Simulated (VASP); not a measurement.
# KCl (vib) (Fm-3m) in VASP: a series of runs

Runs on KCl (vib). Level: LDA. Tasks: single point.

All numbers are computed with VASP 6.6.1; they aren't measurements. Logs are shortened: lines on timing, memory, paths and dates and some standing lists are left out, and cuts for length are marked.

**Measured values to compare with.**

A printed reference work, monograph reports, for a bulk crystal of KCl: band gap 8.68 eV.

The results are compared with them further down.

### Step 1. The cell of the first run

Symmetry: Fm-3m, No. 225, cubic system. The conventional cell has a = 6.078 Å, b = 6.078 Å, c = 6.078 Å, α = 90.00°, β = 90.00°, γ = 90.00°. Within 4.0 Å of K (site symmetry m-3m) lie 6 Cl at 3.04 Å. Within 4.0 Å of Cl (site symmetry m-3m) lie 6 K at 3.04 Å.

### Step 2. Single point, LDA

INCAR

```
SYSTEM = KCl
  PREC = Accurate
  ENCUT = 500
  EDIFF = 1E-6
  ISMEAR = 0
  SIGMA = 0.02
  LREAL = .FALSE.
  LASPH = .TRUE.
  NELM = 120
  ALGO = Normal
  ISIF = 2
  LWAVE = .FALSE.
  LCHARG = .FALSE.
  GGA = CA
  NBANDS = 15
  GGA_COMPAT = .FALSE.
```

KPOINTS

```
regular mesh
0
G
  6 6 6
  0 0 0
```

POSCAR

```
KCl
1.0
    0.0000000000      3.0390613406      3.0390613406
    3.0390613406      0.0000000000      3.0390613406
    3.0390613406      3.0390613406      0.0000000000
K Cl
1 1
Direct
    0.0000000000      0.0000000000      0.0000000000
    0.5000000000      0.5000000000      0.5000000000
```

Potentials or basis: VASP PAW LDA potentials, release 64 (K_sv, Cl).

Command:

```
cat potpaw_LDA.64/K_sv/POTCAR potpaw_LDA.64/Cl/POTCAR > POTCAR
mpirun -np 1 vasp_std > vasp.out
```

OUTCAR:

```text
SYSTEM = KCl
   PREC = Accurate
   ENCUT = 500
   EDIFF = 1E-6
   ISMEAR = 0
   LREAL = .FALSE.
   LASPH = .TRUE.
   NELM = 120
   ISIF = 2
   GGA = CA

 ion  position               nearest neighbor table
   1  0.000  0.000  0.000-   2 3.04   2 3.04   2 3.04   2 3.04   2 3.04   2 3.04
   2  0.500  0.500  0.500-   1 3.04   1 3.04   1 3.04   1 3.04   1 3.04   1 3.04

  LATTYP: Found a face centered cubic cell.
 ALAT       =     6.0781226812

  Lattice vectors:

 A1 = (   0.0000000000,   3.0390613406,   3.0390613406)
 A2 = (   3.0390613406,   0.0000000000,   3.0390613406)
 A3 = (   3.0390613406,   3.0390613406,   0.0000000000)

Analysis of symmetry for initial positions (statically):
=====================================================================
 Subroutine PRICEL returns:
 Original cell was already a primitive cell.

 Routine SETGRP: Setting up the symmetry group for a
 face centered cubic supercell.

 Subroutine GETGRP returns: Found 48 space group operations
 (whereof 48 operations were pure point group operations)
 out of a pool of 48 trial point group operations.

The static configuration has the point symmetry O_h .

Analysis of symmetry for dynamics (positions and initial velocities):
=====================================================================
 Subroutine PRICEL returns:
 Original cell was already a primitive cell.

 Routine SETGRP: Setting up the symmetry group for a
 face centered cubic supercell.

 Subroutine GETGRP returns: Found 48 space group operations
 (whereof 48 operations were pure point group operations)
 out of a pool of 48 trial point group operations.

The dynamic configuration has the point symmetry O_h .

 Subroutine INISYM returns: Found 48 space group operations
 (whereof 48 operations are pure point group operations),
 and found     1 'primitive' translations

----------------------------------------------------------------------------------------

                                     Primitive cell

  volume of cell :      56.1369

  direct lattice vectors                    reciprocal lattice vectors
     0.000000000  3.039061341  3.039061341    -0.164524484  0.164524484  0.164524484
     3.039061341  0.000000000  3.039061341     0.164524484 -0.164524484  0.164524484
     3.039061341  3.039061341  0.000000000     0.164524484  0.164524484 -0.164524484

  length of vectors
     4.297881765  4.297881765  4.297881765     0.284964766  0.284964766  0.284964766

  position of ions in fractional coordinates (direct lattice)
     0.000000000  0.000000000  0.000000000
     0.500000000  0.500000000  0.500000000

  ion indices of the primitive-cell ions
   primitive index   ion index
                 1           1
                 2           2

----------------------------------------------------------------------------------------

 KPOINTS: regular mesh

Automatic generation of k-mesh.
 Grid dimensions read from file:
 generate k-points for:    6    6    6

 Generating k-lattice:

  Cartesian coordinates                     Fractional coordinates (reciprocal lattice)
    -0.027420747  0.027420747  0.027420747     0.166666667  0.000000000  0.000000000
     0.027420747 -0.027420747  0.027420747     0.000000000  0.166666667  0.000000000
     0.027420747  0.027420747 -0.027420747     0.000000000  0.000000000  0.166666667

  Length of vectors
     0.047494128  0.047494128  0.047494128

  Shift w.r.t. Gamma in fractional coordinates (k-lattice)
     0.000000000  0.000000000  0.000000000

 Subroutine IBZKPT returns following result:
 ===========================================

 Found     16 irreducible k-points:

 Following reciprocal coordinates:
            Coordinates               Weight
  0.000000  0.000000  0.000000      1.000000
  0.166667  0.000000  0.000000      8.000000
  0.333333  0.000000  0.000000      8.000000
  0.500000  0.000000  0.000000      4.000000
  0.166667  0.166667  0.000000      6.000000
  0.333333  0.166667  0.000000     24.000000
[... 8 lines left out ...]
 -0.333333  0.333333  0.166667     24.000000
 -0.333333  0.500000  0.166667     12.000000
   k-points           NKPTS =     16   k-points in BZ     NKDIM =     16   number of bands    NBANDS=     15
   number of dos      NEDOS =    301   number of ions     NIONS =      2
   total plane-waves  NPLWV =  32768
   dimension x,y,z NGX =    32 NGY =   32 NGZ =   32
   dimension x,y,z NGXF=    64 NGYF=   64 NGZF=   64
   ions per type =               1   1
   NGX,Y,Z   is equivalent  to a cutoff of  12.38, 12.38, 12.38 a.u.
   NGXF,Y,Z  is equivalent  to a cutoff of  24.76, 24.76, 24.76 a.u.
 SYSTEM =  KCl
   PREC   = accura    normal or accurate (medium, high low for compatibility)
   ISTART =      0    job   : 0-new  1-cont  2-samecut
   ICHARG =      2    charge: 1-file 2-atom 10-const
   ISPIN  =      1    spin polarized calculation?
   LNONCOLLINEAR =      F non collinear calculations
   LSORBIT =      F    spin-orbit coupling
   LASPH  =      T    aspherical Exc in radial PAW
   ENCUT  =  500.0 eV  36.75 Ry    6.06 a.u.   7.84  7.84  7.84*2*pi/ulx,y,z
   NELM   =    120;   NELMIN=  2; NELMDL= -5     # of ELM steps
   EDIFF  = 0.1E-05   stopping-criterion for ELM
   LREAL  =      F    real-space projection
   EDIFFG = 0.1E-04   stopping-criterion for IOM
   NSW    =      0    number of steps for IOM
   IBRION =     -1    ionic relax: 0-MD 1-quasi-New 2-CG
   NFREE  =      0    steps in history (QN), initial steepest desc. (CG)
   ISIF   =      2    stress and relaxation
   ISYM   =      2    0-nonsym 1-usesym 2-fastsym
   POTIM  = 0.5000    time-step for ionic-motion
   TEBEG  =    0.0;   TEEND  =   0.0 temperature during run
   PSTRESS=    0.0 pullay stress
   NELECT =      16.0000    total number of electrons
   NUPDOWN=      -1.0000    fix difference up-down
   EMIN   =  10.00;   EMAX   =-10.00  energy-range for DOS
   EFERMI =   0.00;   METHOD = LEGACY
   ISMEAR =     0;   SIGMA  =   0.02  broadening in eV -4-tet -1-fermi 0-gaus
   EFERMI_NEDOS =   21; number of points for ismear=-14 and -15
   IALGO  =     38    algorithm
   IMIX   =      4    mixing-type and parameters
     AMIX     =   0.40;   BMIX     =  1.00
     AMIX_MAG =   1.60;   BMIX_MAG =  1.00
  volume/ion in A,a.u.               =      28.07       189.42
  Fermi-wavevector in a.u.,A,eV,Ry     =   1.077371  2.035936 15.792673  1.160729
  Thomas-Fermi vector in A             =   2.213281
   LORBIT       =      0    0 simple, 1 ext, 2 COOP (PROOUT), +10 PAW based schemes
   GGA     = CA    functional components
   LHFCALC =     F    Hartree Fock is set to
   AEXX    =    0.0000 exact exchange contribution
   IVDW    =     0    specifies the selected vdW correction
   LEPSILON=     F    determine dielectric tensor
   LRPA    =     F    only Hartree local field effects (RPA)
 non-spin polarized calculation
 Gauss-broadening in eV      SIGMA  =   0.02
  energy-cutoff  :      500.00
  volume of cell :       56.14
 maximum number of plane-waves:      1458
   NGX = 15   NGY = 15   NGZ = 15

 number of electron      16.0000000 magnetization

 Free energy of the ion-electron system (eV)
  ---------------------------------------------------
  ext. energy  EPLUGINS =         0.00000000
  ---------------------------------------------------
  free energy    TOTEN  =        -7.40764368 eV

  energy without entropy =       -7.40764368  energy(sigma->0) =       -7.40764368

 E-fermi :  -1.4763     XC(G=0):  -8.5491

 val. band max:       -1.6266928198   @ k =   0.0000   0.0000   0.0000
 cond. band min:       3.4852912877   @ k =   0.0000   0.0000   0.0000
 fundamental gap:      5.1119841075
 Fermi energy:        -1.4763177059

 k-point     1 :       0.0000    0.0000    0.0000
  band No.  band energies     occupation
      1     -28.2320      2.00000
      2     -13.7854      2.00000
      3     -11.9318      2.00000
      4     -11.9318      2.00000
      5     -11.9318      2.00000
      6      -1.6267      2.00000
      7      -1.6267      2.00000
      8      -1.6267      2.00000
      9       3.4853      0.00000
     10       6.4835      0.00000
     11       6.4835      0.00000
     12       6.4835      0.00000
     13       7.4841      0.00000
     14       7.4841      0.00000
     15      11.1858      0.00000

 k-point     2 :       0.1667    0.0000    0.0000
  band No.  band energies     occupation
      1     -28.2269      2.00000
      2     -13.8548      2.00000
      3     -11.9352      2.00000
      4     -11.9352      2.00000
      5     -11.8444      2.00000
      6      -2.0338      2.00000
      7      -1.7458      2.00000
      8      -1.7458      2.00000
      9       4.2036      0.00000
     10       6.3097      0.00000
     11       6.8715      0.00000
     12       6.8715      0.00000
     13       7.9323      0.00000
     14       7.9323      0.00000
     15      12.2939      0.00000

 k-point     3 :       0.3333    0.0000    0.0000
  band No.  band energies     occupation
      1     -28.2167      2.00000
      2     -13.9787      2.00000
      3     -11.9418      2.00000
      4     -11.9418      2.00000
      5     -11.6828      2.00000
      6      -2.6851      2.00000
      7      -1.9673      2.00000
      8      -1.9673      2.00000
      9       5.4241      0.00000
     10       6.5417      0.00000
     11       7.9304      0.00000
     12       7.9304      0.00000
     13       9.0508      0.00000
     14       9.0508      0.00000
     15      11.6314      0.00000

 k-point     4 :       0.5000    0.0000    0.0000
  band No.  band energies     occupation
      1     -28.2116      2.00000
      2     -14.0350      2.00000
      3     -11.9450      2.00000
      4     -11.9450      2.00000
      5     -11.6069      2.00000
      6      -2.9625      2.00000
      7      -2.0711      2.00000
      8      -2.0711      2.00000
      9       5.8559      0.00000
     10       7.0285      0.00000
     11       8.9777      0.00000
     12       8.9777      0.00000
     13       9.8660      0.00000
     14       9.8660      0.00000
     15      10.7675      0.00000
[... 163 lines left out ...]
 k-point    14 :       0.5000    0.3333    0.1667
  band No.  band energies     occupation
      1     -28.2104      2.00000
      2     -13.8703      2.00000
      3     -12.0324      2.00000
      4     -11.9891      2.00000
      5     -11.7902      2.00000
      6      -2.5711      2.00000
      7      -2.0390      2.00000
      8      -1.9880      2.00000
      9       5.5652      0.00000
     10       6.2778      0.00000
     11       8.3030      0.00000
     12       8.9754      0.00000
     13       9.1999      0.00000
     14       9.5377      0.00000
     15      10.5197      0.00000

 k-point    15 :      -0.3333    0.3333    0.1667
  band No.  band energies     occupation
      1     -28.2071      2.00000
      2     -13.8526      2.00000
      3     -12.0581      2.00000
      4     -12.0288      2.00000
      5     -11.7789      2.00000
      6      -2.5156      2.00000
      7      -2.1589      2.00000
      8      -2.0788      2.00000
      9       6.1488      0.00000
     10       6.4044      0.00000
     11       8.2887      0.00000
     12       8.5486      0.00000
     13       9.7271      0.00000
     14      10.5162      0.00000
     15      10.5235      0.00000

 k-point    16 :      -0.3333    0.5000    0.1667
  band No.  band energies     occupation
      1     -28.2057      2.00000
      2     -13.7504      2.00000
      3     -12.1308      2.00000
      4     -12.0587      2.00000
      5     -11.8606      2.00000
      6      -2.2967      2.00000
      7      -2.1675      2.00000
      8      -2.0495      2.00000
      9       5.2736      0.00000
     10       7.2458      0.00000
     11       7.6101      0.00000
     12       8.7247      0.00000
     13       9.4774      0.00000
     14      10.3102      0.00000
     15      10.9987      0.00000

------------------------ aborting loop because EDIFF is reached ----------------------------------------

  FORCE on cell =-STRESS in cart. coord.  units (eV):
  Direction    XX          YY          ZZ          XY          YZ          ZX
  --------------------------------------------------------------------------------------
  -------------------------------------------------------------------------------------
  Total        0.0227633      0.0227633      0.0227633      0.0000000      0.0000000      0.0000000
  in kB        0.6496769      0.6496769      0.6496769      0.0000000      0.0000000      0.0000000
  external PRESSURE =       0.6496769 kB  Pullay stress =       0.0000000 kB

 VOLUME and BASIS-vectors are now :
 -----------------------------------------------------------------------------
  energy-cutoff  :      500.00
  volume of cell :       56.14
      direct lattice vectors                 reciprocal lattice vectors
     0.000000000  3.039061341  3.039061341    -0.164524484  0.164524484  0.164524484
     3.039061341  0.000000000  3.039061341     0.164524484 -0.164524484  0.164524484
     3.039061341  3.039061341  0.000000000     0.164524484  0.164524484 -0.164524484

 POSITION                                       TOTAL-FORCE (eV/Angst)
 -----------------------------------------------------------------------------------
      0.00000      0.00000      0.00000        -0.000000     -0.000000     -0.000000
      3.03906      3.03906      3.03906         0.000000      0.000000      0.000000
 -----------------------------------------------------------------------------------
    total drift:                                0.000000     -0.000000     -0.000000

  FREE ENERGIE OF THE ION-ELECTRON SYSTEM (eV)
  ---------------------------------------------------
  free  energy   TOTEN  =        -7.4076436825 eV

  energy  without entropy=       -7.4076436825  energy(sigma->0) =       -7.40764368
```

Run time: 12 s. Hardware: 1 thread of Intel Xeon 8259CL, shared host; peak memory 0.16 GiB.

What came out:

| Property | Result |
| --- | --- |
| Free energy | -7.4076 eV |
| Pressure | 0.1 GPa |
| Band gap on the k mesh | 5.11 eV, direct |

Levels at points of the mesh, in eV from the valence-band top:
```
           k point  band 6  band 7  band 8  band 9  band 10  band 11
(0.00, 0.00, 0.00)    0.00    0.00    0.00    5.11     8.11     8.11
(0.50, 0.00, 0.00)   -1.34   -0.44   -0.44    7.48     8.66    10.60
(0.50, 0.50, 0.00)   -0.76   -0.25   -0.25    6.04     8.46    10.23
```

### Step 3. Single point, LDA

INCAR

```
PREC = Accurate
ENCUT = 500
EDIFF = 1E-6
ISMEAR = 0
SIGMA = 0.02
LREAL = F
LASPH = T
NELM = 120
ALGO = Normal
ISIF = 2
LWAVE = F
LCHARG = T
LELF = T
LVHAR = T
NBANDS = 15
GGA_COMPAT = F
```

KPOINTS

```
regular mesh
0
Gamma
  6 6 6
```

POSCAR is that of step 2.

Potentials or basis: VASP PAW LDA potentials, release 64 (K_sv, Cl).

Command:

```
cat potpaw_LDA.64/K_sv/POTCAR potpaw_LDA.64/Cl/POTCAR > POTCAR
mpirun -np 1 vasp_std > vasp.out
```

It took 13 s on 1 thread of Intel Xeon 8259CL, shared host; peak memory 0.15 GiB.

It converged, with:

- Free energy: -7.4076 eV
- Pressure: 0.1 GPa
- Band gap on the k mesh: 5.11 eV, direct

Levels at points of the mesh, in eV from the valence-band top:
| k point | band 5 | band 6 | band 7 | band 8 | band 9 | band 10 | band 11 | band 12 |
| --- | --- | --- | --- | --- | --- | --- | --- | --- |
| (0.00, 0.00, 0.00) | -10.31 | 0.00 | 0.00 | 0.00 | 5.11 | 8.11 | 8.11 | 8.11 |
| (0.50, 0.00, 0.00) | -9.98 | -1.34 | -0.44 | -0.44 | 7.48 | 8.66 | 10.60 | 10.60 |
| (0.50, 0.50, 0.00) | -10.40 | -0.76 | -0.25 | -0.25 | 6.04 | 8.46 | 10.23 | 10.27 |

### Step 4. Against experiment

Step 2. Measured gap of KCl: 8.68 eV (a printed reference work, monograph). This calculation gives 5.11 eV (-3.57 eV). The value is that of LDA, without temperature or zero-point motion. Semilocal functionals fall short of measured gaps as a rule.

Step 3. A measured gap of KCl is 8.68 eV (a printed reference work, monograph); the calculated 5.11 eV misses it by -3.57 eV. The value is that of LDA, without temperature or zero-point motion. Semilocal functionals fall short of measured gaps as a rule.
